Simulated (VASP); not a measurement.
# BN in VASP: notebook

The runs below take BN through single point, with PBE.

All numbers are computed with VASP 6.6.1; they aren't measurements. Logs are shortened: lines on timing, memory, paths and dates and some standing lists are left out, and cuts for length are marked.

### 1 The slab as given

The cell holds a slab with vacuum, 2 atoms: a = 2.498 Å, b = 2.498 Å, c = 22.000 Å, α = 90.00°, β = 90.00°, γ = 120.00°.

### 2 Single point, PBE

Contents of INCAR:

```
SYSTEM = BN
  ALGO = Normal
  DIPOL = 0.5 0.5 0.500
  EDIFF = 1E-7
  ENCUT = 650
  GGA = PE
  IDIPOL = 3
  ISIF = 2
  ISMEAR = 0
  LASPH = .True.
  LCHARG = .False.
  LDIPOL = .True.
  LREAL = .False.
  LVACPOTAV = .True.
  LVHAR = .True.
  LWAVE = .False.
  NBANDS = 14
  NELM = 120
  PREC = Accurate
  SIGMA = 0.05
```

Contents of KPOINTS:

```
k-points
0
Gamma
  13 13 1
  0 0 0
```

Contents of POSCAR:

```
BN
1.0
    2.4982400000      0.0000000000      0.0000000000
   -1.2491200000      2.1635393000      0.0000000000
    0.0000000000      0.0000000000     22.0000000000
N B
1 1
Direct
    0.3333333333      0.6666666667      0.5000000000
    0.6666666667      0.3333333333      0.5000000000
```

Potentials or basis: VASP PAW PBE potentials, release 64 (N, B).

On the command line:

```console
$ cat potpaw_PBE.64/N/POTCAR potpaw_PBE.64/B/POTCAR > POTCAR
$ mpirun -np 1 vasp_std > vasp.out
```

OUTCAR:

```text
SYSTEM = BN
   EDIFF = 1E-7
   ENCUT = 650
   GGA = PE
   ISIF = 2
   ISMEAR = 0
   LASPH = .True.
   LREAL = .False.
   NELM = 120
   PREC = Accurate

 Found     21 irreducible k-points:

 Following reciprocal coordinates:
            Coordinates               Weight
  0.000000  0.000000  0.000000      1.000000
  0.076923  0.000000  0.000000      6.000000
  0.153846  0.000000  0.000000      6.000000
  0.230769  0.000000  0.000000      6.000000
  0.307692  0.000000  0.000000      6.000000
  0.384615  0.000000  0.000000      6.000000
   k-points           NKPTS =     21   k-points in BZ     NKDIM =     21   number of bands    NBANDS=     14
   number of dos      NEDOS =    301   number of ions     NIONS =      2
   total plane-waves  NPLWV = 110592
   dimension x,y,z NGX =    24 NGY =   24 NGZ =  192
   dimension x,y,z NGXF=    48 NGYF=   48 NGZF=  384
   ions per type =               1   1
   NGX,Y,Z   is equivalent  to a cutoff of  15.97, 15.97, 14.51 a.u.
   NGXF,Y,Z  is equivalent  to a cutoff of  31.94, 31.94, 29.02 a.u.
 SYSTEM =  BN
   PREC   = accura    normal or accurate (medium, high low for compatibility)
   ISTART =      0    job   : 0-new  1-cont  2-samecut
   ICHARG =      2    charge: 1-file 2-atom 10-const
   ISPIN  =      1    spin polarized calculation?
   LNONCOLLINEAR =      F non collinear calculations
   LSORBIT =      F    spin-orbit coupling
   LASPH  =      T    aspherical Exc in radial PAW
   ENCUT  =  650.0 eV  47.77 Ry    6.91 a.u.   5.19  5.19 45.73*2*pi/ulx,y,z
   NELM   =    120;   NELMIN=  2; NELMDL= -5     # of ELM steps
   EDIFF  = 0.1E-06   stopping-criterion for ELM
   LREAL  =      F    real-space projection
   EDIFFG = 0.1E-05   stopping-criterion for IOM
   NSW    =      0    number of steps for IOM
   IBRION =     -1    ionic relax: 0-MD 1-quasi-New 2-CG
   NFREE  =      0    steps in history (QN), initial steepest desc. (CG)
   ISIF   =      2    stress and relaxation
   ISYM   =      2    0-nonsym 1-usesym 2-fastsym
   POTIM  = 0.5000    time-step for ionic-motion
   TEBEG  =    0.0;   TEEND  =   0.0 temperature during run
   PSTRESS=    0.0 pullay stress
   NELECT =       8.0000    total number of electrons
   NUPDOWN=      -1.0000    fix difference up-down
   EMIN   =  10.00;   EMAX   =-10.00  energy-range for DOS
   EFERMI =   0.00;   METHOD = LEGACY
   ISMEAR =     0;   SIGMA  =   0.05  broadening in eV -4-tet -1-fermi 0-gaus
   EFERMI_NEDOS =   21; number of points for ismear=-14 and -15
   IALGO  =     38    algorithm
   IMIX   =      4    mixing-type and parameters
     AMIX     =   0.40;   BMIX     =  1.00
     AMIX_MAG =   1.60;   BMIX_MAG =  1.00
  volume/ion in A,a.u.               =      59.46       401.23
  Fermi-wavevector in a.u.,A,eV,Ry     =   0.665831  1.258239  6.031891  0.443331
  Thomas-Fermi vector in A             =   1.739947
   LORBIT       =      0    0 simple, 1 ext, 2 COOP (PROOUT), +10 PAW based schemes
   GGA     = PE    functional components
   LHFCALC =     F    Hartree Fock is set to
   AEXX    =    0.0000 exact exchange contribution
   IVDW    =     0    specifies the selected vdW correction
   LEPSILON=     F    determine dielectric tensor
   LRPA    =     F    only Hartree local field effects (RPA)
 non-spin polarized calculation
 Gauss-broadening in eV      SIGMA  =   0.05
  energy-cutoff  :      650.00
  volume of cell :      118.91
 maximum number of plane-waves:      4503
 NGX is ok and might be reduce to    24
   NGX = 11   NGY = 11   NGZ = 91

 number of electron       8.0000000 magnetization

 dipolmoment           0.000000      0.000000      0.000000 electrons x Angstroem

 Free energy of the ion-electron system (eV)
  ---------------------------------------------------
  ext. energy  EPLUGINS =         0.00000000
  ---------------------------------------------------
  free energy    TOTEN  =       -17.60248837 eV

  energy without entropy =      -17.60248837  energy(sigma->0) =      -17.60248837

 E-fermi :  -4.4118     XC(G=0):  -1.9166

 val. band max:       -4.6798117317   @ k =   0.3077   0.3077   0.0000
 cond. band min:       0.1069686308   @ k =   0.0000   0.0000   0.0000
 fundamental gap:      4.7867803625
 Fermi energy:        -4.4117671395

 k-point     1 :       0.0000    0.0000    0.0000
  band No.  band energies     occupation
      1     -22.2828      2.00000
      2      -9.8559      2.00000
      3      -5.9032      2.00000
      4      -5.9032      2.00000
      5       0.1070      0.00000
      6       1.0070      0.00000
      7       1.3458      0.00000
      8       2.0478      0.00000
      9       2.3934      0.00000
     10       3.7257      0.00000
     11       4.1588      0.00000
     12       5.9937      0.00000
     13       6.4926      0.00000
     14       7.0782      0.00000

 k-point     2 :       0.0769    0.0000    0.0000
  band No.  band energies     occupation
      1     -22.1683      2.00000
      2      -9.7019      2.00000
      3      -6.3847      2.00000
      4      -6.1269      2.00000
      5       0.3039      0.00000
      6       1.1891      0.00000
      7       1.5364      0.00000
      8       2.2319      0.00000
      9       2.5856      0.00000
     10       3.8995      0.00000
     11       4.3525      0.00000
     12       6.1185      0.00000
     13       6.6514      0.00000
     14       7.0612      0.00000

 k-point     3 :       0.1538    0.0000    0.0000
  band No.  band energies     occupation
      1     -21.8301      2.00000
      2      -9.2458      2.00000
      3      -7.6262      2.00000
      4      -6.6867      2.00000
      5       0.8744      0.00000
      6       1.7286      0.00000
      7       2.1066      0.00000
      8       2.7788      0.00000
      9       3.1541      0.00000
     10       4.3940      0.00000
     11       4.9095      0.00000
     12       6.3046      0.00000
     13       6.6895      0.00000
     14       7.4734      0.00000

 k-point     4 :       0.2308    0.0000    0.0000
  band No.  band energies     occupation
      1     -21.2870      2.00000
      2      -9.2483      2.00000
      3      -8.5086      2.00000
      4      -7.3653      2.00000
      5       1.7917      0.00000
      6       2.5717      0.00000
      7       3.0545      0.00000
      8       3.6368      0.00000
      9       4.0824      0.00000
     10       4.8786      0.00000
     11       5.7199      0.00000
     12       6.0684      0.00000
     13       6.6403      0.00000
     14       8.1785      0.00000

 k-point     5 :       0.3077    0.0000    0.0000
  band No.  band energies     occupation
      1     -20.5835      2.00000
      2     -10.9327      2.00000
      3      -7.9870      2.00000
      4      -7.5400      2.00000
      5       2.8946      0.00000
      6       3.0261      0.00000
      7       4.3576      0.00000
      8       4.3754      0.00000
      9       5.2486      0.00000
     10       5.2974      0.00000
     11       6.1913      0.00000
     12       6.9317      0.00000
     13       7.4173      0.00000
     14       9.2900      0.00000

 k-point     6 :       0.3846    0.0000    0.0000
  band No.  band energies     occupation
      1     -19.8257      2.00000
      2     -12.4130      2.00000
      3      -8.4460      2.00000
      4      -6.4645      2.00000
      5       1.5573      0.00000
      6       4.4269      0.00000
      7       5.8184      0.00000
      8       5.9186      0.00000
      9       6.2121      0.00000
     10       6.8263      0.00000
     11       7.2605      0.00000
     12       8.5007      0.00000
     13       8.9970      0.00000
     14      10.7550      0.00000

 [... further k-points ...]

------------------------ aborting loop because EDIFF is reached ----------------------------------------

  FORCE on cell =-STRESS in cart. coord.  units (eV):
  Direction    XX          YY          ZZ          XY          YZ          ZX
  --------------------------------------------------------------------------------------
  -------------------------------------------------------------------------------------
  Total        0.6707484      0.6707484     -0.0369628      0.0000000      0.0000000     -0.0000000
  in kB        9.0375055      9.0375055     -0.4980274      0.0000000      0.0000000     -0.0000000
  external PRESSURE =       5.8589945 kB  Pullay stress =       0.0000000 kB

 VOLUME and BASIS-vectors are now :
 -----------------------------------------------------------------------------
  energy-cutoff  :      650.00
  volume of cell :      118.91
      direct lattice vectors                 reciprocal lattice vectors
     2.498240000  0.000000000  0.000000000     0.400281798  0.231102805  0.000000000
    -1.249120000  2.163539300  0.000000000     0.000000000  0.462205609  0.000000000
     0.000000000  0.000000000 22.000000000     0.000000000  0.000000000  0.045454545

 POSITION                                       TOTAL-FORCE (eV/Angst)
 -----------------------------------------------------------------------------------
     -0.00000      1.44236     11.00000        -0.000000      0.000000      0.000000
      1.24912      0.72118     11.00000         0.000000     -0.000000      0.000000
 -----------------------------------------------------------------------------------
    total drift:                               -0.000000      0.000000     -0.000000

  FREE ENERGIE OF THE ION-ELECTRON SYSTEM (eV)
  ---------------------------------------------------
  free  energy   TOTEN  =       -17.6024883699 eV

  energy  without entropy=      -17.6024883699  energy(sigma->0) =      -17.60248837

 vacuum level on the upper side and lower side of the slab         1.226         1.226
```

It took 83 s on 1 thread of Intel Xeon Platinum 8259CL at 2.50GHz (Skylake/Cascade Lake), shared host; peak memory 0.32 GiB.

These settings aren't checked as converged: the numbers below hold their error.

What came out:

```yaml
Free_energy: -17.6025 eV
Band_gap_on_the_k_mesh: 4.79 eV, indirect (least direct gap 4.90 eV)
Ionisation_potential_of_the_upper_face: 5.91 eV
```

### 3 Single point, PBE

This run uses another cell than the first one, of 48.65 Å³/atom, 0.818 times its volume.

Edit INCAR of step 2 so:

```diff
@@ -4,3 +4,3 @@
   EDIFF = 1E-7
-  ENCUT = 650
+  ENCUT = 520
   GGA = PE
```

KPOINTS is that of step 2.

Edit POSCAR of step 2 so:

```diff
@@ -4,3 +4,3 @@
    -1.2491200000      2.1635393000      0.0000000000
-    0.0000000000      0.0000000000     22.0000000000
+    0.0000000000      0.0000000000     18.0000000000
 N B
```

Potentials or basis: VASP PAW PBE potentials, release 64 (N, B).

On the command line:

```console
$ cat potpaw_PBE.64/N/POTCAR potpaw_PBE.64/B/POTCAR > POTCAR
$ mpirun -np 1 vasp_std > vasp.out
```

Run time: 43 s. Hardware: 1 thread of Intel Xeon Platinum 8259CL at 2.50GHz (Skylake/Cascade Lake), shared host; peak memory 0.22 GiB.

These settings aren't checked as converged: the numbers below hold their error.

Results:

```
Free energy                            : -17.5965 eV
Band gap on the k mesh                 : 4.78 eV, indirect (least direct gap 4.90 eV)
Ionisation potential of the upper face : 5.90 eV
```
